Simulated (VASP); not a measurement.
A run of VASP 6.6.1 is set up as follows.

INCAR

```
SYSTEM = Sc
  PREC = Accurate
  ENCUT = 520
  EDIFF = 1E-6
  ISMEAR = 0
  SIGMA = 0.1
  LREAL = .FALSE.
  LASPH = .TRUE.
  NELM = 100
  ALGO = Fast
  ISIF = 2
  LWAVE = .FALSE.
  LCHARG = .FALSE.
  GGA = PE
  NBANDS = 12
```

Contents of KPOINTS:

```
regular mesh
0
G
  8 8 8
  0 0 0
```

File POSCAR:

```
Sc
1.0
   -1.9172054859      1.9172054859      1.7176030000
    1.9172054859     -1.9172054859      1.7176030000
    1.9172054859      1.9172054859     -1.7176030000
Sc
1
Direct
    0.0000000000      0.0000000000      0.0000000000
```

Potentials or basis: VASP PAW PBE potentials, release 64 (Sc_sv).

Launch:

```bash
$ cat potpaw_PBE.64/Sc_sv/POTCAR > POTCAR
$ mpirun -np 1 vasp_std > vasp.out
```

Q: What does it give for the pressure?

A: -0.9 GPa.

Q: Predict the band gap on the k mesh.

A: None (metal or under the smearing width).

Stress tensor (GPa, compression positive):
```
-1.25  0.00  0.00
 0.00 -1.25  0.00
 0.00  0.00 -0.13
```
